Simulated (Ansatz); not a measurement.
Crystal: PbS (Galena).

```xyz
2
Lattice="0.0000 2.9657 2.9657 2.9657 0.0000 2.9657 2.9657 2.9657 0.0000" Properties=species:S:1:pos:R:3 pbc="T T T"
Pb    0.0000    0.0000    0.0000
S     2.9657    2.9657    2.9657
```

Base run:

| Quantity | Value |
| --- | --- |
| Program | Ansatz 0.2.0 |
| Functional | PBE |
| Potentials or basis | Ansatz PAW |
| Cutoff | 420 eV (not typed: the program's choice for these potentials) |
| k mesh | 8 × 8 × 8 |
| Occupations | fixed |
| Spin | no spin polarisation |

Its results: band gap on the k mesh 0.36 eV, direct; electronic dielectric tensor (diagonal) 17.18.

**Question.** The run is repeated on the same cell with these changes: functional from PBE to LDA. What comes out?

**Answer.** Band gap on the k mesh 0.23 eV, direct; electronic dielectric tensor (diagonal) 19.72.

Caveats: the gap is small at this level, which inflates the dielectric constant; spin-orbit coupling is left out, which as a rule narrows the gap of such compounds by several tenths of an eV.

A k mesh can miss the band edges.
